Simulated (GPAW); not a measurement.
# ZrC (P6_3/mmc) in GPAW: further runs

The runs below take ZrC through single point, with PBEsol, PBE.

All numbers are computed with GPAW 26.7.0; they aren't measurements. Logs are shortened: lines on timing, memory, paths and dates and some standing lists are left out, and cuts for length are marked. The log counts tension as positive stress, the text compression.

## Step 1: The structure

Symmetry: P6_3/mmc, No. 194, hexagonal system. The conventional cell has a = 3.391 Å, b = 3.391 Å, c = 5.290 Å, α = 90.00°, β = 90.00°, γ = 120.00°. Zr (site symmetry -6m2) has 6 C at 2.36 Å as nearest neighbours. C (site symmetry -3m) has 6 Zr at 2.36 Å and 2 C at 2.65 Å as nearest neighbours.

The cell comes from a database or a generator and needn't be the stable form of this composition.

## Step 2: Single point, PBEsol

Input file run.py:

```python
from ase import Atoms
from ase.dft.bandgap import bandgap
from ase.io import write
from ase.units import GPa
from gpaw import GPAW, PW, setup_paths

setup_paths.insert(0, '.')

atoms = Atoms(['Zr', 'Zr', 'C', 'C'],
              cell=[[3.3914762718, 0.0, 0.0],
                    [-1.6957381359, 2.9371046077, 0.0],
                    [0.0, 0.0, 5.290053]],
              scaled_positions=[[0.6666666667, 0.3333333333, 0.75],
                                [0.3333333333, 0.6666666667, 0.25],
                                [0.0, 0.0, 0.5],
                                [0.0, 0.0, 0.0]],
              pbc=True)

calc = GPAW(mode=PW(800),
            xc='PBEsol',
            kpts={'size': (9, 9, 5), 'gamma': True},
            occupations={'name': 'methfessel-paxton', 'order': 0, 'width': 0.02},
            nbands=31,
            convergence={'density': 1e-05, 'energy': 1e-05},
            maxiter=150,
            txt='gpaw.txt')
atoms.calc = calc
energy = atoms.get_potential_energy()
forces = atoms.get_forces()
stress = atoms.get_stress()
calc.write('gs.gpw')
write('result.traj', atoms)
print(f'Energy: {energy:.6f} eV')
print('Forces (eV/A):')
print(forces.round(4))
print('Stress (GPa):', (stress / GPa).round(3))
print('Fermi level:', round(calc.get_fermi_level(), 4), 'eV')
print(f'Gap: {bandgap(calc)[0]:.4f} eV, direct: {bandgap(calc, direct=True)[0]:.4f} eV')
```

Potentials or basis: PAW data sets generated in the run's folder for this functional, pw.

Command:

```console
$ gpaw-setup -f PBEsol C Zr
$ OMP_NUM_THREADS=1 python run.py
```

gpaw.txt:

```text
__  _  _
 | _ |_)|_||  |
 |__||  | ||/\| - 26.7.0

Input parameters:
  mode=PW(ecut=800.0),
  convergence={'density': 1e-05, 'energy': 1e-05},
  kpts=MonkhorstPack(size=(9, 9, 5), gamma=True),
  maxiter=150,
  nbands=31,
  occupations=Occupations(name='methfessel-paxton', order=0, width=0.02),
  xc=XC(name='PBEsol')

Diagonalizing LCAO Hamiltonian
Converting LCAO to pw mode

            Zr

       C Zr

       C

Atoms  # Å, Bohr magnetons
|   | symbol |         x |        y |        z |    initial magnetic moments |
|---|--------|-----------|----------|----------|-----------------------------|
| 0 |     Zr |  1.695738 | 0.979035 | 3.967540 | ( 0.0000,  0.0000,  0.0000) |
| 1 |     Zr | -0.000000 | 1.958070 | 1.322513 | ( 0.0000,  0.0000,  0.0000) |
| 2 |      C |  0.000000 | 0.000000 | 2.645027 | ( 0.0000,  0.0000,  0.0000) |
| 3 |      C |  0.000000 | 0.000000 | 0.000000 | ( 0.0000,  0.0000,  0.0000) |

Unit cell  # Å
| periodic |         x |        y |        z |  lengths |     angles |
|----------|-----------|----------|----------|----------|------------|
|      yes |  3.391476 | 0.000000 | 0.000000 | 3.391476 |  90.000000 |
|      yes | -1.695738 | 2.937105 | 0.000000 | 3.391476 |  90.000000 |
|      yes |  0.000000 | 0.000000 | 5.290053 | 5.290053 | 120.000000 |

Number of symmetries: 12
Symmetry operations  # r_c * U_cc + t_c -> r_c
|    | kind |            matrix            |
|----|------|------------------------------|
|  0 |  σ   |  1, 1, 0,  0,-1, 0,  0, 0, 1 |
|  1 |  S6  |  1, 1, 0, -1, 0, 0,  0, 0,-1 |
|  2 |  E   |  1, 0, 0,  0, 1, 0,  0, 0, 1 |
|  3 |  C2  |  1, 0, 0, -1,-1, 0,  0, 0,-1 |
|  4 |  C2  |  0, 1, 0,  1, 0, 0,  0, 0,-1 |
|  5 |  C3  |  0, 1, 0, -1,-1, 0,  0, 0, 1 |
|  6 |  S6  |  0,-1, 0,  1, 1, 0,  0, 0,-1 |
|  7 |  σ   |  0,-1, 0, -1, 0, 0,  0, 0, 1 |
|  8 |  σ   | -1, 0, 0,  1, 1, 0,  0, 0, 1 |
|  9 |  i   | -1, 0, 0,  0,-1, 0,  0, 0,-1 |
| 10 |  C3  | -1,-1, 0,  1, 0, 0,  0, 0, 1 |
| 11 |  C2  | -1,-1, 0,  0, 1, 0,  0, 0,-1 |

BZ-sampling:
  Number of BZ points: 405
  Number of IBZ points: 50

  Monkhorst-Pack size: [9, 9, 5]
  Monkhorst-Pack shift: [0, 0, 0]

K-points  # in reciprocal-cell coordinates
|     |                                coordinates |     weight |
|-----|--------------------------------------------|------------|
|   0 | (  0.00000000,   0.00000000,   0.00000000) | 0.00246914 |
|   1 | (  0.00000000,   0.00000000,   0.20000000) | 0.00493827 |
|   2 | (  0.00000000,   0.00000000,   0.40000000) | 0.00493827 |
|   3 | (  0.11111111,   0.00000000,  -0.40000000) | 0.01481481 |
|   4 | (  0.11111111,   0.00000000,  -0.20000000) | 0.01481481 |
|   5 | (  0.11111111,   0.00000000,   0.00000000) | 0.01481481 |
|   6 | (  0.11111111,   0.00000000,   0.20000000) | 0.01481481 |
|   7 | (  0.11111111,   0.00000000,   0.40000000) | 0.01481481 |
|   8 | (  0.22222222,  -0.11111111,   0.00000000) | 0.01481481 |
|   9 | (  0.22222222,  -0.11111111,   0.20000000) | 0.02962963 |
| ... |                                            |            |
|  49 | (  0.44444444,   0.44444444,   0.40000000) | 0.02962963 |

Plane wave coefficients: 2730
Cutoff: 800.0 eV

Spin-components: 1 (collinear spins)
Bands:           31
Projectors:      22
Spin-degeneracy: 2
Datatype:        complex128

Parallelization:
  kpt:    1
  domain: 1
  band:   1

Density:
  Valence electrons: 32.0
  Components: 1
  Grid points: [24 24 35]
  Charge: 0.0  # |e|

Potential:
  Grid points: [24 24 35]

species:
  Zr:
    name:    Zirconium
    Z:       40.0
    valence: 12
    core:    28
    charge:  0.0  # [|e|]
    compensation charges:
      type: gauss
      rc: 0.40  # [Å]
      lmax: 2
    cutoffs:
      filter: 2.39  # [Å]
      core: 1.59  # [Å]
    projectors
    | kind |    occ | energy [eV] | rcut [Å] |
    |------|--------|-------------|----------|
    |   4s |  2.000 |     -54.429 |    1.323 |
    |   5s |  2.000 |      -4.463 |    1.323 |
    |   4p |  6.000 |     -32.434 |    1.334 |
    |   5p |  0.000 |      -1.454 |    1.334 |
    |   4d |  2.000 |      -3.613 |    1.244 |
    |    d |        |      23.598 |    1.244 |

    Using partial waves for Zr as LCAO basis

  C:
    name:    Carbon
    Z:       6.0
    valence: 4
    core:    2
    charge:  0.0  # [|e|]
    compensation charges:
      type: gauss
      rc: 0.20  # [Å]
      lmax: 2
    cutoffs:
      filter: 1.14  # [Å]
      core: 1.14  # [Å]
    projectors
    | kind |    occ | energy [eV] | rcut [Å] |
    |------|--------|-------------|----------|
    |   2s |  2.000 |     -13.648 |    0.635 |
    |   2p |  2.000 |      -5.232 |    0.635 |
    |    s |        |      13.563 |    0.635 |
    |    p |        |      21.979 |    0.635 |
    |    d |        |       0.000 |    0.635 |

    Using partial waves for C as LCAO basis

Reference energy: -197721.625692  # eV

eigensolver:
  PPCG
  Converge bands: occupied
  niter=2

density mixing:
  MSR1-Mixer
  Pratt-step length: 0.05
  Maximum mixing coefficient: 0.75
  Old densities: 10
  SVD Regularization: 0.005
  Good broyden scale: 1.0
  Trust region scale: 1.0
  Backstep threshold: 4.0
  History deletion threshold: 6.0
  Fourier metric: weight=20.0, sigma=0.015

occupation numbers:
  Methfessel-Paxton:
    width: 0.0200  # eV
    order: 0

poisson solver:
  ecut: 6400.0  # eV

xc functional:
  name: PBEsol with 2 nearest neighbor stencil

convergence criteria:
- Maximum integral of absolute [dens]ity change: 1e-05 electrons / valence electron
- Maximum [total energy] change in last 3 cyles: 1e-05 eV / valence electron
- Maximum integral of absolute [eigenst]ate change: 4e-08 eV^2 / valence electron
maximum number of iterations: 150

SCF iterations
|iter     | |      energy | eigst |  dens |
|---------|-|-------------|-------|-------|
|iter:   1| |  -41.414744 | +0.17 |       |
|iter:   2| |  -40.318239 | -1.42 | -0.83 |
|iter:   3| |  -38.269011 | -0.99 | -0.92 |
|iter:   4| |  -38.265069 | -2.76 | -1.61 |
|iter:   5| |  -38.269431 | -3.05 | -1.82 |
|iter:   6| |  -38.269493 | -4.48 | -2.81 |
|iter:   7| |  -38.269506c| -5.72 | -3.44 |
|iter:   8| |  -38.269505c| -6.74 | -3.89 |
|iter:   9| |  -38.269505c| -7.58c| -4.12 |
|iter:  10| |  -38.269505c| -8.72c| -5.35c|

Converged in 10 steps
Energy contributions relative to reference atoms: (reference = -197721.625692)

Energy contributions:
  Kinetic:          17.314920
  Coulomb:         -22.104831
  Zero:              0.739267
  External:          0.000000
  Xc:              -34.218726
  Entropy:          -0.000270
  Spinorbit:         0.000000
  ----------------------------
  Free energy:     -38.269640
  Extrapolated:    -38.269505

dipole moment: (-6.753252, -11.696975, -10.533776)  # |e|*Ang

Fermi level: 10.454
Eigenvalues  # (at kpt = [0.000, 0.000, 0.000])
| band index |      eig [eV] | occ [0-2] |
|------------|---------------|-----------|
|          0 |       -37.783 |     2.000 |
|        ... |               |           |
|          7 |       -15.485 |     2.000 |
|          8 |        -1.303 |     2.000 |
|          9 |         2.397 |     2.000 |
|         10 |         4.575 |     2.000 |
|         11 |         7.669 |     2.000 |
|         12 |         7.669 |     2.000 |
|         13 |         9.390 |     2.000 |
|         14 |         9.390 |     2.000 |
|         15 |        11.389 |     0.000 |
|         16 |        11.691 |     0.000 |
|         17 |        11.691 |     0.000 |
|         18 |        12.092 |     0.000 |
|         19 |        12.092 |     0.000 |
|         20 |        12.824 |     0.000 |
|         21 |        13.688 |     0.000 |
|         22 |        14.794 |     0.000 |
|        ... |               |           |
|         30 |        24.078 |     0.000 |

No gap
No difference between direct/indirect transitions

Forces  # eV/Ang
|        x |       y |        z |
|----------|---------|----------|
| -0.00000 | 0.00000 | -0.00000 |  # Zr   0
|  0.00000 | 0.00000 |  0.00000 |  # Zr   1
|  0.00000 | 0.00000 |  0.00000 |  # C    2
| -0.00000 | 0.00000 |  0.00000 |  # C    3

Stress tensor  # eV/Ang^3
|        x |         y |         z |
|----------|-----------|-----------|
| 0.058310 |  0.000000 |  0.000000 |
| 0.000000 |  0.058310 | -0.000000 |
| 0.000000 | -0.000000 |  0.045650 |

# Writing to gs.gpw (mode='')
```

Wall time 76 s (1 thread of Arm Neoverse V2, shared host); peak memory 0.27 GiB.

Results:

```
Free energy            : -38.2696 eV
Pressure               : -8.7 GPa
Band gap on the k mesh : none (metal or under the smearing width)
```

Levels at points of the mesh, in eV from the Fermi level:
| k point | band 12 | band 13 | band 14 | band 15 | band 16 | band 17 | band 18 | band 19 | band 20 | band 21 |
| --- | --- | --- | --- | --- | --- | --- | --- | --- | --- | --- |
| (0.00, 0.00, 0.00) | -2.78 | -2.78 | -1.06 | -1.06 | 0.94 | 1.24 | 1.24 | 1.64 | 1.64 | 2.37 |

## Step 3: Single point, PBE

Input file run.py:

```python
from ase.dft.bandgap import bandgap
from ase.io import read, write
from ase.units import GPa
from gpaw import GPAW, PW

atoms = read('POSCAR')

calc = GPAW(mode=PW(800),
            xc='PBE',
            kpts={'size': (9, 9, 5), 'gamma': True},
            occupations={'name': 'methfessel-paxton', 'order': 0, 'width': 0.02},
            nbands=31,
            convergence={'density': 1e-05, 'energy': 1e-05},
            maxiter=150,
            txt='gpaw.txt')
atoms.calc = calc
energy = atoms.get_potential_energy()
forces = atoms.get_forces()
stress = atoms.get_stress()
calc.write('gs.gpw')
write('result.traj', atoms)
print(f'Energy: {energy:.6f} eV')
print('Forces (eV/A):')
print(forces.round(4))
print('Stress (GPa):', (stress / GPa).round(3))
print('Fermi level:', round(calc.get_fermi_level(), 4), 'eV')
print(f'Gap: {bandgap(calc)[0]:.4f} eV, direct: {bandgap(calc, direct=True)[0]:.4f} eV')
```

Input file POSCAR:

```
ZrC
1.0
    3.3914762718      0.0000000000      0.0000000000
   -1.6957381359      2.9371046077      0.0000000000
    0.0000000000      0.0000000000      5.2900530000
Zr C
2 2
Direct
    0.6666666667      0.3333333333      0.7500000000
    0.3333333333      0.6666666667      0.2500000000
    0.0000000000      0.0000000000      0.5000000000
    0.0000000000      0.0000000000      0.0000000000
```

Potentials or basis: GPAW PAW data sets (gpaw-data 1.2.1), pw.

Command:

```console
$ OMP_NUM_THREADS=1 python run.py
```

Run time: 73 s. Hardware: 1 thread of Arm Neoverse V2, shared host; peak memory 0.26 GiB.

It converged, with:

```
Free energy            : -36.1065 eV
Pressure               : -3.2 GPa
Band gap on the k mesh : none (metal or under the smearing width)
```

Stress tensor (GPa, compression positive):
```
-4.10  0.00  0.00
 0.00 -4.10  0.00
 0.00  0.00 -1.39
```

Levels at points of the mesh, in eV from the Fermi level:
```csv
k point,band 13,band 14,band 15,band 16,band 17,band 18,band 19,band 20
"(0.00, 0.00, 0.00)",-2.79,-1.08,-1.08,0.97,1.26,1.26,1.65,1.65
```
